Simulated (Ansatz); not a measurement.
# AlAs: the cost of one run

Program: Ansatz 0.2.0, driven from Python. Level of theory: DFT PBE, all-electron LAPW. These are calculated values, not measurements.

**1. Starting point**

Symmetry: F-43m, No. 216, cubic system. Conventional cell: a = 5.661 Å, b = 5.661 Å, c = 5.661 Å, α = 90.00°, β = 90.00°, γ = 90.00°. Around Al (site symmetry -43m) lie 4 As at 2.45 Å. As (site symmetry -43m) has 4 Al at 2.45 Å as nearest neighbours.

No structure file is read: the coordinates are typed or built in the script.

**2. Script**

The input, alas.py:

```python
"""All-electron LAPW single point of AlAs."""

from collections import Counter

import ansatz as az
from ase.data import atomic_numbers
from pymatgen.core import Structure
import spglib

alas = (
    az.Lattice.of([0.0, 2.8304, 2.8304], [2.8304, 0.0, 2.8304], [2.8304, 2.8304, 0.0])
    .atom("Al", [0.0, 0.0, 0.0])
    .atom("As", [0.25, 0.25, 0.25])
)

job = alas.calculation()
job = job.functional("PBE")
job = job.scf(tolerance=1e-07)
job = job.occupations("fixed")
job = job.kpoints(5, 5, 5)
job = job.pseudopotentials("all_electron", lapw=True, basis_error=0.0005)
job = job.band_table()
done = job.run(threads=1)
data = done.report

energy = data["free_energy_ev"]
print("AlAs: {:.6f} eV = {:.6f} Ry = {:.6f} Ha".format(energy, energy / 13.605693, energy / 27.211386))
print("Fermi level {:.4f} eV, {} k-points, {} symmetry operations".format(data["fermi_energy_ev"], data["n_kpoints"], data["n_symmetry_ops"]))

gap = None if "band_edges_ev" not in data else data["band_edges_ev"][1] - data["band_edges_ev"][0]
print("gap on the k mesh:", "withheld (metal, or smearing too wide to tell)" if gap is None else f"{gap:.3f} eV")
print("lowest empty less highest filled band, by band count:", round(data["gap_by_band_count_ev"], 3), "eV")

spg_cell = (done.lattice.cell_ang, [s.position_frac for s in done.lattice.sites], [atomic_numbers[s.symbol] for s in done.lattice.sites])
# the group found depends on the tolerance
for tolerance in (1e-5, 1e-3, 1e-1):
    print(f"symprec {tolerance:g} A: {spglib.get_spacegroup(spg_cell, symprec=tolerance)}")
print("operations used by the run:", data["n_symmetry_ops"])

final = Structure(done.lattice.cell_ang, [s.symbol for s in done.lattice.sites], [s.position_frac for s in done.lattice.sites])
# first shell of each atom, within 15 % of its shortest distance
shortest = {}
for site, neighbours in zip(final, final.get_all_neighbors(5.0)):
    for other in neighbours:
        pair = "-".join(sorted((site.specie.symbol, other.specie.symbol)))
        shortest[pair] = min(shortest.get(pair, 9e9), other.nn_distance)
for pair, distance in sorted(shortest.items(), key=lambda item: item[1]):
    print(f"shortest {pair:6s} {distance:.4f} A")

errors = data["lapw_basis_errors"]
print(f"estimated basis error {1000 * errors['total_ev_per_atom']:.3f} meV/atom, target {1000 * errors['basis_error_target_ev_per_atom']:.3f}")
for sphere in errors["spheres"]:
    print(f"  {sphere['species']:2s} muffin-tin radius {sphere['muffin_tin_radius_ang']:.3f} A, core shells {sphere['core_shells']}")
```

**3. What the engine is handed**

The engine receives this input:

```yaml
crystal:
  lattice:
    - [0.0, 2.8304, 2.8304]
    - [2.8304, 0.0, 2.8304]
    - [2.8304, 2.8304, 0.0]
  atoms:
    - { symbol: Al, position: [0.0, 0.0, 0.0] }
    - { symbol: As, position: [0.25, 0.25, 0.25] }
kpoints:
  mp_grid:
    grid: [5, 5, 5]
hamiltonian:
  xc: pbe
  pseudopotentials:
    kind: all_electron
    lapw:
      basis_error: 0.0005
scf:
  convergence:
    dr2_threshold: 1.0e-07
  occupations:
    method: fixed
output:
  eigenvalues: true
```

**4. Launch**

On the command line:

```bash
$ python alas.py
```

What time and memory should one allow on 1 thread of Arm Neoverse V1, shared host?

About 5.4 s, with a peak of 0.33 GiB.
